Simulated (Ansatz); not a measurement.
## One atom moved over a plane in Ge

Method: DFT PBEsol, scalar-relativistic, plane waves, PAW (Ansatz). Cutoff 420 eV, Γ-centred 18×18×10 k-points, Gaussian smearing of 0.15 eV. No spin polarisation. Energies are free energies at this smearing, counted from the undisturbed cell; pressure is positive in compression.

Reference structure (as given, not relaxed at this level; it stands at 0.4 GPa; this form isn't the usual structure):

```
Ge
1.0
     1.48805   -2.59469    0.00000
     1.48805    2.59469    0.00000
     0.00000    0.00000    4.72760
Ge
2
Direct
  0.66655 0.33345 0.25000
  0.33345 0.66655 0.75000
```

Atom 1 (Ge) is moved by p along (0.000, 1.000, 0.000) and q along (0.000, 0.000, 1.000) (Å), all else fixed. Points are written (p, q).

Energy above the undisturbed cell in eV/cell (a dash: not computed):

```csv
p \ q,-0.600,-0.300,0.000,0.300,0.600
-0.600,0.90,0.18,?,0.18,0.90
-0.300,0.74,?,0.00,?,0.74
0.000,0.64,0.12,0.00,0.12,0.64
0.300,0.79,0.15,0.00,0.15,0.79
0.600,1.36,?,0.00,?,1.36
```

Question: Fill in the withheld energies.

Answer: (-0.600, 0.000): 0.01; (-0.300, -0.300): 0.14; (-0.300, 0.300): 0.14; (0.600, -0.300): 0.27; (0.600, 0.300): 0.27.